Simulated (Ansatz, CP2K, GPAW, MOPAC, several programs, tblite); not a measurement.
PbSe (wurtzite) from semi-empirical methods to plane-wave DFT

PbSe built on the wurtzite prototype (it has left that coordination), relaxed with r2SCAN in Ansatz, was computed with several methods. It is hexagonal, P6_3mc (No. 186); a = 5.174 Å, c = 6.215 Å in the conventional setting, 36.02 Å³ an atom. Pb is surrounded by 5 Se at 2.99–3.14 Å; Se is surrounded by 5 Pb at 2.99–3.14 Å. Spin-unpolarised throughout. Whether this structure exists isn't addressed.

```
Pb Se
1.0
     5.17414    0.00000    0.00000
    -2.58707    4.48094    0.00000
     0.00000    0.00000    6.21478
Pb Se
2 2
Cartesian
  0.0000 2.9873 -0.4033
  2.5871 1.4936 2.7041
  0.0000 2.9873 2.7339
  2.5871 1.4936 5.8412
```

Gaps and times are for a single point on this cell; volume and bulk modulus come from each method's own relaxation or energy curve at fixed shape, which is too stiff where a cell has free coordinates or axes. Times are rough, from shared hosts (Arm Neoverse V1), and each method has its own mesh and cell size. A double dagger marks a value from a curve with shape and coordinates held. PM6 (MOPAC): levels, charges or heat of formation failed a check of plausibility, so no values are given. PM6 (MOPAC), PM7 (MOPAC), GFN1-xTB (tblite), GFN2-xTB (tblite) treat a cluster of cells at its zone centre, which samples few k points: where these miss a band edge, the gap comes out too large for that reason alone. Gaps from k meshes are read at a limited set of points (mesh, symmetry points, PBE's band edges), so each method's own least gap may be somewhat smaller. xTB and the PM methods were fitted mostly to molecules, and can miss a solid's gap by electronvolts. Minimal bases can be far off for gaps. GLLB-SC's gap includes the derivative discontinuity. d marks a direct gap, i an indirect one (no mark: not told apart), a dash a value that wasn't computed or didn't pass its checks.

```csv
method,kind,gap (eV),own volume (Å³/atom),bulk modulus (GPa),atoms computed,processor time
GFN1-xTB (tblite),tight binding,1.93,–,–,32,0.98 s
PM7 (MOPAC),semi-empirical,5.17,–,–,32,1.2 s
PM6 (MOPAC),semi-empirical,–,–,–,32,1.3 s
GFN2-xTB (tblite),tight binding,3.57,–,–,32,1.8 s
light PBE (260 eV and a coarse mesh),light plane-wave,1.16 d,–,–,4,2.7 s
PBE/SZV (CP2K),small basis,1.11 d,37.93‡,40‡,4,7.8 s
PBE,semilocal,1.16 d,36.78,36‡,4,13 s
PBE/DZVP (CP2K),small basis,1.12 d,36.72‡,36‡,4,14 s
PBE/single zeta (GPAW),small basis,1.13 d,–,–,4,19 s
r2SCAN,semilocal,1.48 d,36.02,40‡,4,24 s
GLLB-SC (GPAW),model potential,2.16,–,–,4,2.3 min
```

Against r2SCAN (1.48 eV) and with closed or daggered gaps left aside, the nearest gap at the points sampled is that of PBE (-0.32 eV) and the farthest that of PM7 (MOPAC) (+3.69 eV). r2SCAN is only a yardstick of convenience: semilocal gaps usually lie below measured ones, which GLLB-SC and hybrids aim to mend.

Volumes against r2SCAN's: PBE +2.1 %.

Spin-orbit coupling is left out; in compounds of Pb, Bi, Tl or Hg it can lower a gap by up to about 1 eV, split its edges or invert the bands.
